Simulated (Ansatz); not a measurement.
# Cadmium, fcc under revPBE: ground state and equation of state

Aim: take cadmium in the fcc structure, relax it, solve it on a dense k-mesh, then scale the cell to 7 volumes from 88 to 112 % of the relaxed one and try a fit of the equation of state. Spin polarisation is left out. The k-meshes are 12×12×12 for the relaxation; 19×19×19 for the dense run; 13×13×13 for the volumes.

This is Cd in the fcc structure; at room conditions it is hcp.

Computed with Ansatz 0.2.0 (DFT revPBE, plane waves (420 eV) with PAW, scalar-relativistic; PBE-made PAW files, unless a step says otherwise).

## Step 1: The system as given

The structure is cubic, space group Fm-3m (No. 225). The conventional cell has a = 4.420 Å, b = 4.420 Å, c = 4.420 Å, α = 90.00°, β = 90.00°, γ = 90.00°. Around Cd (site symmetry m-3m) lie 12 Cd at 3.13 Å.

Coordinates:

```cif
data_structure
_symmetry_space_group_name_H-M 'P 1'
_symmetry_Int_Tables_number 1
_cell_length_a 3.1253
_cell_length_b 3.1253
_cell_length_c 3.1253
_cell_angle_alpha 60.000
_cell_angle_beta 60.000
_cell_angle_gamma 60.000
_cell_volume 21.59
loop_
_atom_site_label
_atom_site_type_symbol
_atom_site_fract_x
_atom_site_fract_y
_atom_site_fract_z
_atom_site_occupancy
Cd1 Cd 0.00000 0.00000 0.00000 1
```

## Step 2: Relaxation of the cell

Input file input.yaml:

```yaml
crystal:
  lattice:
    - [0.0, 2.2099191412, 2.2099191412]
    - [2.2099191412, 0.0, 2.2099191412]
    - [2.2099191412, 2.2099191412, 0.0]
  atoms:
    - { symbol: Cd, position: [0.0, 0.0, 0.0] }
hamiltonian:
  xc: revpbe
  pseudopotentials:
    kind: paw
    azcp:
      Cd: "pseudopotentials/Cd.paw.azcp"
basis:
  ecutwfc: 420
  fft_grid_basis: typed
kpoints:
  mp_grid: { grid: [12, 12, 12], shift: [0, 0, 0] }
magnetization:
  spin_polarized: false
scf:
  occupations: { method: fermi_dirac, width: 0.1 }
relax:
  max_steps: 60
  f_tol: 0.01
  cell: {}
```

After this run come: Dense single point; Volume × 0.88; Volume × 0.92; Volume × 0.96; Volume × 1.0; Volume × 1.04; Volume × 1.08; Volume × 1.12.

**Question.** What will these runs give? Wanted: space group; conventional cell; volume; shortest distance; gap on the mesh; relative to hcp; V₀, B₀, B₀′.

**Answer**, as computed:

```
                      quantity                         value
space group (spins left aside)               Fm-3m (No. 225)
             conventional cell                   a = 4.577 Å
                        volume                23.973 Å³/atom
             shortest distance                       3.237 Å
               gap on the mesh  none (levels filled in part)
               relative to hcp                   +3 meV/atom
                   V₀, B₀, B₀′   23.905 Å³/atom, 34 GPa, 5.9
```

In words: The relaxation enlarged the cell by 11.1 % in volume. It lies 3 meV/atom above the element's reference form at the same level (hcp, from a run of its own), within what mesh and smearing can decide. No gap shows: it is a metal or semimetal at this level. The fitted modulus is 34 GPa. Relaxation kept the symmetry; phonons were not checked.
